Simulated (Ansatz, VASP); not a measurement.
**InP in VASP and in Ansatz**

Contents of INCAR:

```
  PREC = Accurate
  ENCUT = 600
  EDIFF = 1E-7
  ISMEAR = 0
  SIGMA = 0.02
  LREAL = F
  LASPH = T
  NELM = 100
  ALGO = Fast
  ISIF = 3
  LWAVE = F
  LCHARG = F
  GGA = PE
  IBRION = 2
  NSW = 100
  EDIFFG = -0.002
```

Contents of KPOINTS:

```
regular mesh
0
Gamma
  10 10 10
```

Contents of POSCAR:

```
InP
1.0
    0.0000000000      2.9519763900      2.9519763900
    2.9519763900      0.0000000000      2.9519763900
    2.9519763900      2.9519763900      0.0000000000
In P
1 1
Direct
    0.0000000000      0.0000000000      0.0000000000
    0.2500000000      0.2500000000      0.2500000000
```

Input for Ansatz:

```yaml
crystal:
  lattice:
    - [0.0, 2.95197639, 2.95197639]
    - [2.95197639, 0.0, 2.95197639]
    - [2.95197639, 2.95197639, 0.0]
  atoms:
    - { symbol: In, position: [0.0, 0.0, 0.0] }
    - { symbol: P, position: [0.25, 0.25, 0.25] }
basis:
  ecutwfc: 420
kpoints:
  mp_grid: { grid: [10, 10, 10] }
hamiltonian:
  xc: pbe
  pseudopotentials: { kind: paw }
scf:
  occupations: { method: gaussian, width: 0.02 }
output:
  forces: true
  stress: true
  eigenvalues: true
  write_density: true
  write_potential: true
  elf: true
  volumetric_format: npy
relax:
  adjacent_minimum: "off"
  f_tol: 0.002
  max_steps: 80
  cell: { stress_tol: 0.02 }
```

The cell was built by a generator and isn't the measured one.

Alike in both runs: task relaxation of cell and atoms; functional PBE; k mesh 10 × 10 × 10; occupations gaussian, width 0.02 eV; no spin polarisation.

|  | VASP | Ansatz |
| --- | --- | --- |
| version | VASP 6.6.1 | Ansatz 0.2.0 |
| potentials or method | VASP PAW PBE potentials, release 64 (In_d, P) | scalar-relativistic, plane waves, PAW |
| plane-wave cutoff (eV) | 600 | 420 |
| valence electrons in the cell | 18 | 18 |

|  | VASP | Ansatz | Ansatz less VASP |
| --- | --- | --- | --- |
| gap on the k mesh at the Fermi level, each at its own relaxed structure (eV) | 0.44 | 0.44 | 0.000 |
| relaxed volume (Å³/atom) | 26.45 | 26.46 | +0.014 |
| relaxed cell length with the largest relative difference (Å) | 4.213 | 4.214 | +0.0007 |
| energy change over the relaxation (meV/atom) | -4 | -4 | -0.1 |

Caveats: spin-orbit coupling is left out, which moves the levels of the heavy elements.
